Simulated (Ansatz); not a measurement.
# V (Im-3m) in Ansatz: a series of runs, part 2 of 2

Ansatz 0.2.0.

## (4) Relaxation of cell and atoms, LDA, collinear spin, ferromagnetic start

File input.yaml:

```yaml
crystal:
  lattice:
    - [-1.51435, 1.51435, 1.51435]
    - [1.51435, -1.51435, 1.51435]
    - [1.51435, 1.51435, -1.51435]
  atoms:
    - { symbol: V, position: [0.0, 0.0, 0.0], spin: 2.0 }
kpoints:
  mp_grid: { grid: [9, 9, 9] }
scf:
  occupations: { method: fermi_dirac, width: 0.05 }
hamiltonian:
  xc: lda
  pseudopotentials: { kind: all_electron, lapw: { basis_error: 0.001 } }
magnetization:
  spin_polarized: true
output:
  forces: true
  stress: true
relax:
  f_tol: 0.005
  max_steps: 60
  cell: {}
```

Potentials or basis: all-electron LAPW, scalar-relativistic.

Command:

```bash
> ansatz run input.yaml --threads 2 --pin off --max-ram 6144MiB --backend cpu --events-out ev --progress --plain --runs-dir out
```

The program printed:

```text
Warning: RAYON_NUM_THREADS=2 ignored (pool sized by the plan → 2); use --threads N
The last accepted step is kept in <dir> (removed where the run ends without a failure and the disk answers)
LAPW: plane waves up to 8.502 Å⁻¹, error target 1.0e-3 eV per atom; small_component_spin mean_spin; V in spheres of 1.272 Å, 13 of its electrons in bands, Dirac shells [] (how accurate: hamiltonian.pseudopotentials.lapw.basis_error, Limitations)
Engine: ansatz 0.2.0, aarch64-unknown-linux-gnu
Pseudopotentials: kind: all_electron
Pseudopotential: V, LAPW, valence charge 13, lapw/all_electron/scalar/gaussian/V, Koelling and Harmon's equation, gaussian nucleus
Functional definition: SPW92
  exchange = slater_x
  correlation = pw_c
Crystal: 1 atoms, lattice volume = 13.891 Å³
Basis set: ecut = 275.4039367400921 eV, 141 PW (Γ), exchange–correlation at level 2
Bands: 12, of which v1, the nominal top of the filled ones, is band 7 counted from 1 (6 counted from 0)
Symmetry: 48 space group operations
Space group: Im-3m (ITA 229), of the structure as read, at distance tolerance 2.4e-5 Å
Magnetic group: BNS 229.140 (UNI 1642), of the structure as read, at distance tolerance 2.4e-5 Å
k-points: 35 of 729
Non-local potential: V, projectors of the file, none
Initial density: superposition of atomic densities (chi_scale 0.1, normalization cell)
Starting moments: Σ|m| = 2 μB on 1 of 1 site
Initial wavefunctions: plane waves of lowest kinetic energy (no species holds an atomic orbital)
Functional: x = slater, c = lda
iter 1 solved again at ethr=2.67e-4 eV; its pass at ethr=1.00e-1 eV (dr2=3.47e-2 eV) is discarded
SCF iter   1: F=—  HF=-25779.309037 eV  |F-HF|=—  |Δ(HF+E_count)|=         —  Δρ=3.96e-2 (↑3.96e-2 ↓2.90e-2)  dr2=3.50e-2  dr2_m=1.40e-1  M=1.223 μB ∫|m|=1.223 μB  β_m=0.30  ethr=2.67e-4  ⟨swp⟩=2.9  Hψ=5925  notcnv=0
Mixer restart at iter 1: flushing history
preconditioner: auto → none  [metal: Δε(μ)=0.003 eV  Ē_g=8.749 eV  σ=0.050 eV  W_gap=0.02  n_scr=0 (ndim 8)  ℏωp=22.3 eV  f_vac=0.000  D(μ)=1.53/eV (n_scr^D=18)]
SCF iter   2: F=—  HF=-25780.494504 eV  |F-HF|=—  |Δ(HF+E_count)|=         —  Δρ=6.68e-2 (↑6.68e-2 ↓6.37e-2)  dr2=3.85e-3  dr2_m=5.41e-1  M=0.213 μB ∫|m|=0.213 μB  β_m=1.00  ethr=2.67e-4  ⟨swp⟩=2.5  Hψ=2640  notcnv=0
Mixer restart at iter 2: flushing history
iter 3 solved again at ethr=4.11e-6 eV; its pass at ethr=3.85e-4 eV (dr2=5.34e-4 eV) is discarded
SCF iter   3: F=—  HF=-25780.146868 eV  |F-HF|=—  |Δ(HF+E_count)|=   3.48e-1  Δρ=2.38e-3 (↑2.38e-3 ↓2.25e-3)  dr2=5.33e-4  dr2_m=5.07e-4  M=0.158 μB ∫|m|=0.158 μB  β_m=0.30  ethr=4.11e-6  ⟨swp⟩=2.1  Hψ=4208  notcnv=0
SCF iter   4: F=—  HF=-25780.148869 eV  |F-HF|=—  |Δ(HF+E_count)|=   2.00e-3  Δρ=2.28e-3 (↑2.28e-3 ↓1.99e-3)  dr2=4.14e-4  dr2_m=4.43e-4  M=0.146 μB ∫|m|=0.146 μB  β_m=0.65  ethr=4.10e-6  ⟨swp⟩=2.9  Hψ=2313  notcnv=0
SCF iter   5: F=—  HF=-25780.153369 eV  |F-HF|=—  |Δ(HF+E_count)|=   4.50e-3  Δρ=1.70e-3 (↑1.70e-3 ↓1.59e-3)  dr2=1.05e-5  dr2_m=3.40e-4  M=0.108 μB ∫|m|=0.108 μB  β_m=0.82  ethr=3.19e-6  ⟨swp⟩=2.5  Hψ=2270  notcnv=0
SCF iter   6: F=—  HF=-25780.153873 eV  |F-HF|=—  |Δ(HF+E_count)|=   5.04e-4  Δρ=1.03e-3 (↑1.03e-3 ↓9.90e-4)  dr2=1.20e-6  dr2_m=1.30e-4  M=0.072 μB ∫|m|=0.072 μB  β_m=0.68  ethr=8.05e-8  ⟨swp⟩=3.0  Hψ=2419  notcnv=0
SCF iter   7: F=—  HF=-25780.153924 eV  |F-HF|=—  |Δ(HF+E_count)|=   5.10e-5  Δρ=2.73e-4 (↑2.73e-4 ↓2.69e-4)  dr2=1.54e-7  dr2_m=9.28e-6  M=0.041 μB ∫|m|=0.041 μB  β_m=0.84  ethr=9.26e-9  ⟨swp⟩=3.1  Hψ=2522  notcnv=0
SCF iter   8: F=—  HF=-25780.153961 eV  |F-HF|=—  |Δ(HF+E_count)|=   3.65e-5  Δρ=2.65e-4 (↑2.65e-4 ↓2.64e-4)  dr2=2.90e-9  dr2_m=8.90e-6  M=0.022 μB ∫|m|=0.022 μB  β_m=0.90  ethr=1.18e-9  ⟨swp⟩=3.6  Hψ=2592  notcnv=0
SCF iter   9: F=—  HF=-25780.153972 eV  |F-HF|=—  |Δ(HF+E_count)|=   1.08e-5  Δρ=5.66e-5 (↑5.66e-5 ↓5.51e-5)  dr2=5.57e-9  dr2_m=3.95e-7  M=0.004 μB ∫|m|=0.004 μB  β_m=0.95  ethr=2.23e-11  ⟨swp⟩=4.5  Hψ=3040  notcnv=0
[... 41 lines left out ...]
SCF iter   2: F=—  HF=-25780.244748 eV  |F-HF|=—  |Δ(HF+E_count)|=   7.53e-8  Δρ=2.69e-6 (↑2.69e-6 ↓2.69e-6)  dr2=2.28e-9  dr2_m=4.37e-18  M=-0.000 μB ∫|m|=0.000 μB  β_m=0.40  ethr=5.67e-11  ⟨swp⟩=3.0  Hψ=2420  notcnv=0
SCF iter   3: F=-25780.244748 eV  HF=-25780.244748 eV  |F-HF|=9.58e-9  |Δ(HF+E_count)|=   2.34e-8  Δρ=2.56e-6 (↑2.56e-6 ↓2.56e-6)  dr2=2.08e-9  dr2_m=1.78e-18  M=0.000 μB ∫|m|=0.000 μB  ethr=1.75e-11  ⟨swp⟩=3.0  Hψ=2404  notcnv=0
the starting moments were not kept: the SCF closed with an absolute magnetisation of 4.7e-10 μB, where they sum to 2 μB in size (1 site). That is at most 0.1 of that sum. Measured as dr2_m measures the in/out step, that magnetisation stands 3.8e-20 eV from none, at or under the dr2_threshold of 1.0e-7 eV: it is no larger than a step whose dr2_m would equal this threshold.
SCF 4 converged in 3 iterations: F = -25780.244748 eV  dr2 = 2.08e-9
relax step   4: F+E_penalty+E_count = -25780.24474847 eV  Δ(F+E_penalty+E_count) = -8.526e-5 eV  max|allowed force component| = 0.000e0 eV/Å  Δτ_max = 0.0000 Å  P = +0.003 GPa  Ω = 12.444 Å³  (3 SCF iters, accepted)
iter 1 solved again at ethr=2.32e-12 eV; its pass at ethr=1.00e-1 eV (dr2=3.01e-10 eV) is discarded
SCF iter   1: F=—  HF=-25780.244749 eV  |F-HF|=—  |Δ(HF+E_count)|=         —  Δρ=1.11e-6 (↑1.11e-6 ↓1.11e-6)  dr2=3.01e-10  dr2_m=2.09e-18  M=-0.000 μB ∫|m|=0.000 μB  β_m=0.65  ethr=2.32e-12  ⟨swp⟩=3.4  Hψ=4338  notcnv=0
SCF iter   2: F=—  HF=-25780.244749 eV  |F-HF|=—  |Δ(HF+E_count)|=   1.25e-8  Δρ=6.11e-7 (↑6.11e-7 ↓6.11e-7)  dr2=1.11e-10  dr2_m=2.70e-19  M=-0.000 μB ∫|m|=0.000 μB  β_m=0.65  ethr=2.32e-12  ⟨swp⟩=3.0  Hψ=2403  notcnv=0
SCF iter   3: F=-25780.244749 eV  HF=-25780.244749 eV  |F-HF|=7.24e-10  |Δ(HF+E_count)|=   5.63e-9  Δρ=7.23e-7 (↑7.23e-7 ↓7.23e-7)  dr2=1.62e-10  dr2_m=8.59e-21  M=-0.000 μB ∫|m|=0.000 μB  ethr=1.00e-12  ⟨swp⟩=3.0  Hψ=2403  notcnv=0
the starting moments were not kept: the SCF closed with an absolute magnetisation of 1.6e-10 μB, where they sum to 2 μB in size (1 site). That is at most 0.1 of that sum. Measured as dr2_m measures the in/out step, that magnetisation stands 5.8e-21 eV from none, at or under the dr2_threshold of 1.0e-7 eV: it is no larger than a step whose dr2_m would equal this threshold.
SCF 5 converged in 3 iterations: F = -25780.244749 eV  dr2 = 1.62e-10
relax step   5: F+E_penalty+E_count = -25780.24474864 eV  Δ(F+E_penalty+E_count) = -1.757e-7 eV  max|allowed force component| = 0.000e0 eV/Å  Δτ_max = 0.0000 Å  P = +0.003 GPa  Ω = 12.444 Å³  stress off target by 3.36e-3 GPa  SCF on the basis re-selected at this cell (its energy is not comparable with the rows above)  (3 SCF iters)
basis re-selected at this cell: Δ(F+E_penalty+E_count) = -1.757e-7 eV, ΔP = +0.000 GPa vs the last step (what re-selecting the basis moved, after the strain that the cell walked since its last selection, with what the two solves' SCF thresholds leave and, on support functions, any second-order correction that the steps lacked; it is no measure of the basis error at this ecutwfc). This SCF's stress stands 3.36e-3 GPa from its target on what of the cell is left free (relax.cell.stress_tol is 5.00e-2 GPa) and its largest allowed force component is 0.00e0 eV/Å (relax.f_tol is 5.00e-3 eV/Å): within both
SCF converged after 3 iterations
Magnetization: -0.0000 μB (6.5000 up, 6.5000 down)
Absolute magnetization: 0.0000 μB (∫|ρ↑−ρ↓|)
Spin contamination: 0.0000 ħ² per cell (⟨S²⟩ above its minimum at these occupations)
Per-site moments (μB) at R_I (Å): [(-1.263007476381972e-10, 1.2263137917656761)]
Free energy (F): -25780.244749 eV
Harris-Foulkes:  -25780.244749 eV  (|F-HF|=7.24e-10)
Internal energy: -25780.233098 eV  (E = F + TS)
E sigma→0 (E₀):  -25780.238923 eV
Entropy (-TS):   -0.011650 eV (-11.650 meV/atom)
Fermi energy:    18.431875 eV
--- Per-component energies (eV) ---
  E_band       = -116.794194
  E_kinetic    = 26040.884765
  E_xc         = -1184.472756
  E_electrostatic = -50636.645106  (all electrons and nuclei)
  E_smearing   = -0.011650  (= −TS)
  E_closure    = 0.000000  (closes the sum)
  E_atoms      = -25770.790703  (free atoms, spherical and without spin; not in F)
  Σ components = -25780.244749   (vs F -25780.244749, Δ=0.00e0)
  Basis errors (estimates in eV, not in F): energy 2.9e-4 per atom: plane waves 2.6e-4 (1.4e-4 summed), levels above the bands 1.7e-101, relativity 8.4e-9, radial functions 3.0e-5, core shells 5.9e-7; eigenvalues (radial functions only) 7.5e-7; not estimated: angular momenta, meshes, grids; target (lapw.basis_error) 1.0e-3; muffin-tin radii V 1.226 Å
--- Forces (eV/Å), atoms counted from 1 ---
  atom   1  V      0.00000000    -0.00000000     0.00000000
  max |Σ_I F_I| component: 7.40e-32 eV/Å
--- Stress (GPa, compression-positive) ---
        0.003358       0.000000      -0.000000
        0.000000       0.003358      -0.000000
       -0.000000      -0.000000       0.003358
  P = ⅓ Tr σ = 0.0034 GPa (0.034 kbar)
--- Relaxed structure (4 steps of the walk, 4 accepted, 1 SCFs on fresh bases) ---
  F+E_penalty+E_count = -25780.24474864 eV   max|allowed force component| = 0.000e0 eV/Å   (the final SCF, on the basis selected at the relaxed cell)
  cell:  # Å, volume = 12.4439 Å³
    - [-1.4598198110042864, 1.4598198110042864, 1.4598198110042864]
    - [1.4598198110042864, -1.4598198110042864, 1.4598198110042864]
    - [1.4598198110042864, 1.4598198110042864, -1.4598198110042864]
  atoms:
    - { symbol: V, position: [0.0, 0.0, 0.0] }
```

Wall time 10 s (2 threads of Arm Neoverse V2, shared host); peak memory 0.29 GiB.

Results:

| Property | Result |
| --- | --- |
| Free energy | -25780.2447 eV |
| Relaxed volume | 12.44 Å³/atom |
| Relaxed cell | a = 2.528 Å, b = 2.528 Å, c = 2.528 Å, α = 109.47°, β = 109.47°, γ = 109.47° |
| Space group after relaxing (to 0.05 Å) | Im-3m (No. 229) |
| Energy gained by relaxing | 90.8 meV/atom |
| Ionic steps | 5 |
| Pressure after relaxing | 0.0 GPa |
| Net moment | 0.00 μB per cell |
| Absolute moment | 0.00 μB per cell |

Step by step:
| step | energy change (eV) | largest force (eV/Å) | volume (Å³) |
| --- | --- | --- | --- |
| 1 | 0.0000 | 0.0000 | 13.89 |
| 2 | -0.0888 | 0.0000 | 12.26 |
| 3 | -0.0907 | 0.0000 | 12.48 |
| 4 | -0.0908 | 0.0000 | 12.44 |
| 5 | -0.0908 | 0.0000 | 12.44 |

Final structure:
```cif
data_structure
_symmetry_space_group_name_H-M 'P 1'
_symmetry_Int_Tables_number 1
_cell_length_a 2.5285
_cell_length_b 2.5285
_cell_length_c 2.5285
_cell_angle_alpha 109.471
_cell_angle_beta 109.471
_cell_angle_gamma 109.471
_cell_volume 12.44
loop_
_atom_site_label
_atom_site_type_symbol
_atom_site_fract_x
_atom_site_fract_y
_atom_site_fract_z
_atom_site_occupancy
V1 V 0.00000 0.00000 0.00000 1
```

Caveat: the k mesh is thin for a metal, which can move the energy by tens of meV per atom; the starting moments weren't kept. Zero-point motion and thermal expansion aren't in these numbers.

## (5) Relaxation of cell and atoms, PBE, collinear spin, ferromagnetic start

input.yaml, as its differences from that of step 4:

```diff
@@ -12,3 +12,3 @@
 hamiltonian:
-  xc: lda
+  xc: pbe
   pseudopotentials: { kind: all_electron, lapw: { basis_error: 0.001 } }
```

Command:

```bash
> ansatz run input.yaml --threads 2 --pin off --max-ram 6144MiB --backend cpu --events-out ev --progress --plain --runs-dir out
```

It took 12 s on 2 threads of Arm Neoverse V2, shared host; peak memory 0.3 GiB.

It converged, with:

* Free energy: -25832.0912 eV
* Relaxed volume: 13.42 Å³/atom
* Relaxed cell: a = 2.593 Å, b = 2.593 Å, c = 2.593 Å, α = 109.47°, β = 109.47°, γ = 109.47°
* Space group after relaxing (to 0.05 Å): Im-3m (No. 229)
* Energy gained by relaxing: 8.3 meV/atom
* Ionic steps: 4
* Pressure after relaxing: 0.0 GPa
* Net moment: 0.00 μB per cell
* Absolute moment: 0.00 μB per cell

Step by step:
```tsv
step	energy change (eV)	largest force (eV/Å)	volume (Å³)
1	0.0000	0.0000	13.89
2	-0.0082	0.0000	13.38
3	-0.0083	0.0000	13.42
4	-0.0083	0.0000	13.42
```

Final structure:
```
V
1.0
    -1.49705    1.49705    1.49705
     1.49705   -1.49705    1.49705
     1.49705    1.49705   -1.49705
V
1
Direct
  0.00000 0.00000 0.00000
```

Caveat: the k mesh is thin for a metal, which can move the energy by tens of meV per atom; the starting moments weren't kept.

## (6) Relaxation of cell and atoms, PBEsol, collinear spin, ferromagnetic start

input.yaml, as its differences from that of step 5:

```diff
@@ -12,3 +12,3 @@
 hamiltonian:
-  xc: pbe
+  xc: pbesol
   pseudopotentials: { kind: all_electron, lapw: { basis_error: 0.001 } }
```

Potentials or basis: all-electron LAPW, scalar-relativistic.

Command:

```bash
> ansatz run input.yaml --threads 2 --pin off --max-ram 6144MiB --backend cpu --events-out ev --progress --plain --runs-dir out
```

The program printed:

```text
Warning: RAYON_NUM_THREADS=2 ignored (pool sized by the plan → 2); use --threads N
[... 1 set-up line as earlier in the session ...]
LAPW: plane waves up to 8.508 Å⁻¹, error target 1.0e-3 eV per atom; small_component_spin mean_spin; V in spheres of 1.272 Å, 13 of its electrons in bands, Dirac shells [] (how accurate: hamiltonian.pseudopotentials.lapw.basis_error, Limitations)
[... 3 set-up lines as earlier in the session ...]
Functional definition: PBEsol
  exchange = pbesol_x
  correlation = pbesol_c
Crystal: 1 atoms, lattice volume = 13.891 Å³
Basis set: ecut = 275.80925390294016 eV, 141 PW (Γ), exchange–correlation at level 2
Bands: 12, of which v1, the nominal top of the filled ones, is band 7 counted from 1 (6 counted from 0)
[... 2 set-up lines as earlier in the session ...]
Magnetic group: BNS 229.140 (UNI 1642), of the structure as read, at distance tolerance 2.4e-5 Å
k-points: 35 of 729
[... 2 set-up lines as earlier in the session ...]
Starting moments: Σ|m| = 2 μB on 1 of 1 site
[... 1 set-up line as earlier in the session ...]
Functional: x = pbesol(κ = 0.804, μ = 0.12345679012345678), c = pbesol(β = 0.046)
iter 1 solved again at ethr=3.31e-4 eV; its pass at ethr=1.00e-1 eV (dr2=4.31e-2 eV) is discarded
SCF iter   1: F=—  HF=-25804.109443 eV  |F-HF|=—  |Δ(HF+E_count)|=         —  Δρ=3.94e-2 (↑3.94e-2 ↓2.80e-2)  dr2=4.35e-2  dr2_m=1.32e-1  M=1.241 μB ∫|m|=1.241 μB  β_m=0.30  ethr=3.31e-4  ⟨swp⟩=2.9  Hψ=5879  notcnv=0
Mixer restart at iter 1: flushing history
preconditioner: auto → none  [metal: Δε(μ)=0.022 eV  Ē_g=8.776 eV  σ=0.050 eV  W_gap=0.11  n_scr=0 (ndim 8)  ℏωp=22.3 eV  f_vac=0.000  D(μ)=1.48/eV (n_scr^D=18)]
SCF iter   2: F=—  HF=-25805.293241 eV  |F-HF|=—  |Δ(HF+E_count)|=         —  Δρ=6.57e-2 (↑6.57e-2 ↓6.21e-2)  dr2=4.90e-3  dr2_m=5.18e-1  M=0.254 μB ∫|m|=0.254 μB  β_m=1.00  ethr=3.31e-4  ⟨swp⟩=2.4  Hψ=2632  notcnv=0
Mixer restart at iter 2: flushing history
iter 3 solved again at ethr=5.29e-6 eV; its pass at ethr=3.85e-4 eV (dr2=6.88e-4 eV) is discarded
[... 60 lines left out ...]
SCF iter   3: F=-25804.983991 eV  HF=-25804.983991 eV  |F-HF|=1.13e-9  |Δ(HF+E_count)|=   2.57e-9  Δρ=1.12e-6 (↑1.11e-6 ↓1.12e-6)  dr2=4.26e-10  dr2_m=1.23e-14  M=0.000 μB ∫|m|=0.000 μB  ethr=1.00e-12  ⟨swp⟩=3.0  Hψ=2379  notcnv=0
the starting moments were not kept: the SCF closed with an absolute magnetisation of 1.1e-6 μB, where they sum to 2 μB in size (1 site). That is at most 0.1 of that sum. Measured as dr2_m measures the in/out step, that magnetisation stands 2.5e-13 eV from none, at or under the dr2_threshold of 1.0e-7 eV: it is no larger than a step whose dr2_m would equal this threshold.
SCF 5 converged in 3 iterations: F = -25804.983991 eV  dr2 = 4.26e-10
relax step   5: F+E_penalty+E_count = -25804.98399051 eV  Δ(F+E_penalty+E_count) = -1.513e-6 eV  max|allowed force component| = 0.000e0 eV/Å  Δτ_max = 0.0000 Å  P = -0.003 GPa  Ω = 12.877 Å³  stress off target by 2.57e-3 GPa  SCF on the basis re-selected at this cell (its energy is not comparable with the rows above)  (3 SCF iters)
basis re-selected at this cell: Δ(F+E_penalty+E_count) = -1.513e-6 eV, ΔP = -0.000 GPa vs the last step (what re-selecting the basis moved, after the strain that the cell walked since its last selection, with what the two solves' SCF thresholds leave and, on support functions, any second-order correction that the steps lacked; it is no measure of the basis error at this ecutwfc). This SCF's stress stands 2.57e-3 GPa from its target on what of the cell is left free (relax.cell.stress_tol is 5.00e-2 GPa) and its largest allowed force component is 0.00e0 eV/Å (relax.f_tol is 5.00e-3 eV/Å): within both
SCF converged after 3 iterations
Magnetization: 0.0000 μB (6.5000 up, 6.5000 down)
Absolute magnetization: 0.0000 μB (∫|ρ↑−ρ↓|)
Spin contamination: 0.0000 ħ² per cell (⟨S²⟩ above its minimum at these occupations)
Per-site moments (μB) at R_I (Å): [(9.178841704482466e-7, 1.2403924018570716)]
Free energy (F): -25804.983991 eV
Harris-Foulkes:  -25804.983991 eV  (|F-HF|=1.13e-9)
Internal energy: -25804.967499 eV  (E = F + TS)
E sigma→0 (E₀):  -25804.975745 eV
Entropy (-TS):   -0.016491 eV (-16.491 meV/atom)
Fermi energy:    17.914209 eV
--- Per-component energies (eV) ---
  E_band       = -125.562639
  E_kinetic    = 26076.011447
  E_xc         = -1209.192698
  E_electrostatic = -50671.786248  (all electrons and nuclei)
  E_smearing   = -0.016491  (= −TS)
  E_closure    = 0.000000  (closes the sum)
  E_atoms      = -25795.926988  (free atoms, spherical and without spin; not in F)
  Σ components = -25804.983991   (vs F -25804.983991, Δ=0.00e0)
  Basis errors (estimates in eV, not in F): energy 2.7e-4 per atom: plane waves 2.4e-4 (1.3e-4 summed), levels above the bands 8.0e-98, relativity 8.8e-9, radial functions 2.9e-5, core shells 4.2e-7; eigenvalues (radial functions only) 7.2e-7; not estimated: angular momenta, meshes, grids; target (lapw.basis_error) 1.0e-3; muffin-tin radii V 1.240 Å
--- Forces (eV/Å), atoms counted from 1 ---
  atom   1  V      0.00000000    -0.00000000    -0.00000000
  max |Σ_I F_I| component: 2.22e-31 eV/Å
--- Stress (GPa, compression-positive) ---
       -0.002571      -0.000000      -0.000000
       -0.000000      -0.002571      -0.000000
       -0.000000      -0.000000      -0.002571
  P = ⅓ Tr σ = -0.0026 GPa (-0.026 kbar)
--- Relaxed structure (4 steps of the walk, 4 accepted, 1 SCFs on fresh bases) ---
  F+E_penalty+E_count = -25804.98399051 eV   max|allowed force component| = 0.000e0 eV/Å   (the final SCF, on the basis selected at the relaxed cell)
  cell:  # Å, volume = 12.8775 Å³
    - [-1.4765791706892415, 1.4765791706892415, 1.4765791706892415]
    - [1.4765791706892415, -1.4765791706892415, 1.4765791706892415]
    - [1.4765791706892415, 1.4765791706892415, -1.4765791706892415]
  atoms:
    - { symbol: V, position: [0.0, 0.0, 0.0] }
```

Run time: 11 s. Hardware: 2 threads of Arm Neoverse V2, shared host; peak memory 0.3 GiB.

Results:

| Property | Result |
| --- | --- |
| Free energy | -25804.9840 eV |
| Relaxed volume | 12.88 Å³/atom |
| Relaxed cell | a = 2.558 Å, b = 2.558 Å, c = 2.558 Å, α = 109.47°, β = 109.47°, γ = 109.47° |
| Space group after relaxing (to 0.05 Å) | Im-3m (No. 229) |
| Energy gained by relaxing | 41.0 meV/atom |
| Ionic steps | 5 |
| Pressure after relaxing | 0.0 GPa |
| Net moment | 0.00 μB per cell |
| Absolute moment | 0.00 μB per cell |

The path:
```tsv
step	energy change (eV)	largest force (eV/Å)	volume (Å³)
1	0.0000	0.0000	13.89
2	-0.0406	0.0000	12.78
3	-0.0410	0.0000	12.89
4	-0.0410	0.0000	12.88
5	-0.0410	0.0000	12.88
```

Final structure:
```yaml
crystal:
  lattice:
    - [-1.47658, 1.47658, 1.47658]
    - [1.47658, -1.47658, 1.47658]
    - [1.47658, 1.47658, -1.47658]
  atoms:
    - { symbol: V, position: [0.00000, 0.00000, 0.00000] }
```

Caveat: the k mesh is thin for a metal, which can move the energy by tens of meV per atom; the starting moments weren't kept.

## (7) Overview

```tsv
level	k mesh	pressure (GPa)	moment (μB)	relaxed volume (Å³/atom)
revPBE+D3(BJ)	12 × 12 × 12	0.0	0.00	12.51
revPBE	12 × 12 × 12	0.0	0.00	13.69
LDA	9 × 9 × 9	0.0	0.00	12.44
PBE	9 × 9 × 9	0.0	0.00	13.42
PBEsol	9 × 9 × 9	0.0	0.00	12.88
```

Alike in all rows: task relaxation of cell and atoms; potentials or basis all-electron LAPW, scalar-relativistic; spin collinear, ferromagnetic start; cell relaxed; smearing fermi-dirac 0.05 eV; basis error allowed 0.001 eV/atom.

Caveats: the starting moments weren't kept; the k mesh is thin for a metal, which can move the energy by tens of meV per atom (some runs).

Compare energies only between runs with the same functional and basis.
